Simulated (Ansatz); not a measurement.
Ru: what changed settings do

All trials start from this Ansatz input:

```yaml
crystal:
  lattice:
    - [2.7078263433, 0.0, 0.0]
    - [-1.3539131716, 2.3450464023, 0.0]
    - [0.0, 0.0, 4.26810178]
  atoms:
    - { symbol: Ru, position: [0.33333333, 0.66666667, 0.25] }
    - { symbol: Ru, position: [0.66666667, 0.33333333, 0.75] }
basis:
  ecutwfc: 420
kpoints:
  mp_grid: { grid: [9, 9, 6] }
hamiltonian:
  xc: pbe
scf:
  occupations: { method: gaussian, width: 0.1 }
output:
  forces: true
  stress: true
  eigenvalues: true
```

Command:

```bash
ansatz run input.yaml --threads 1 --pin off --max-ram 1331MiB --backend cpu --events-out ev --progress --plain --runs-dir out
```

The run converges in 6 SCF iterations on 48 irreducible k-points: pressure 4.95 GPa, no gap.

The inputs are trials, many of them unsound on purpose. Their numbers show the effect of the settings and aren't properties of the material. Each trial's input is given as a difference from the reference's; energies are extrapolated to zero smearing where there is one, and pressure is positive in compression.

Trial 1 (origin moved):

```diff
 crystal:
   atoms:
-    - { symbol: Ru, position: [0.33333333, 0.66666667, 0.25] }
-    - { symbol: Ru, position: [0.66666667, 0.33333333, 0.75] }
+    - { symbol: Ru, position: [1.2263333333, 1.6296666667, 0.618] }
+    - { symbol: Ru, position: [1.5596666667, 1.2963333333, 1.118] }
 kpoints:
-  mp_grid: { grid: [9, 9, 6] }
+  mp_grid: { grid: [4, 10, 1] }
 hamiltonian:
-  xc: pbe
+  xc: pbesol
 scf:
+  eigensolver: { kind: davidson, full_accuracy: true }
+  convergence: { dr2_threshold: "1e-3 eV" }
+  max_iter: 54
```

How does this run end?

The run converges in 6 SCF iterations on 22 irreducible k-points: pressure -8.74 GPa, largest force 0.146 eV/Å, no gap. It warns that the SCF threshold is loose for the forces; that the SCF threshold is loose for the stress; that the mesh lowers the symmetry.

Trial 2:

```diff
-basis:
-  ecutwfc: 420
+basis: {}
 kpoints:
-  mp_grid: { grid: [9, 9, 6] }
+  mp_grid: { grid: [3, 3, 1] }
 hamiltonian:
-  xc: pbe
+  xc: lda
 scf:
-  occupations: { method: gaussian, width: 0.1 }
+  occupations: { method: methfessel_paxton, width: 0.12 }
+  mixing: { algorithm: anderson, beta: 0.052 }
+  max_iter: 20
 output:
+  efg: {}
```

What happens?

The run converges in 12 SCF iterations on 3 irreducible k-points: pressure -2.63 GPa, no gap. It warns that field gradients leave spin–orbit coupling out.

Trial 3:

```diff
 crystal:
   atoms:
-    - { symbol: Ru, position: [0.33333333, 0.66666667, 0.25] }
-    - { symbol: Ru, position: [0.66666667, 0.33333333, 0.75] }
+    - { symbol: Ru, position: [0.3333333333, 0.6666666667, 0.25], spin: 3.0 }
+    - { symbol: Ru, position: [0.6666666667, 0.3333333333, 0.75], spin: 3.0 }
 hamiltonian:
-  xc: pbe
+  xc: lda
 scf:
-  occupations: { method: gaussian, width: 0.1 }
+  occupations: { method: cold }
+  lower_state_search: "off"
 output:
+  populations: true
+magnetization:
+  spin_polarized: true
```

How does this run end?

The run converges in 11 SCF iterations on 48 irreducible k-points: pressure -11.97 GPa, no gap, cell moment 0.00 μB. It warns that the starting moments were lost; that the state wasn't tested for a lower one.

Trial 4:

```diff
 kpoints:
-  mp_grid: { grid: [9, 9, 6] }
+  mp_grid: { grid: [1, 4, 7] }
```

What happens?

The run converges in 7 SCF iterations on 12 irreducible k-points: energy 61.7 meV per atom below the reference, pressure 22.72 GPa, largest force 0.919 eV/Å, no gap. It warns that the mesh lowers the symmetry.

Trial 5:

```diff
 hamiltonian:
+  dispersion: d3bj
 scf:
-  occupations: { method: gaussian, width: 0.1 }
+  occupations: { method: fermi_dirac, width: 5.7 }
+  max_iter: 70
```

What does the program give?

The run converges in 6 SCF iterations on 48 irreducible k-points: pressure 252 GPa, no gap.

Trial 6 (volume scaled):

```diff
 crystal:
   lattice:
-    - [2.7078263433, 0.0, 0.0]
-    - [-1.3539131716, 2.3450464023, 0.0]
-    - [0.0, 0.0, 4.26810178]
+    - [3.0718859971, 0.0, 0.0]
+    - [-1.5359429985, 2.660331311, 0.0]
+    - [0.0, 0.0, 4.8419360882]
 scf:
+  lower_state_search: "off"
```

How does this run end?

The run converges in 6 SCF iterations on 48 irreducible k-points: energy 1.24 eV per atom above the reference, pressure -45.46 GPa, no gap.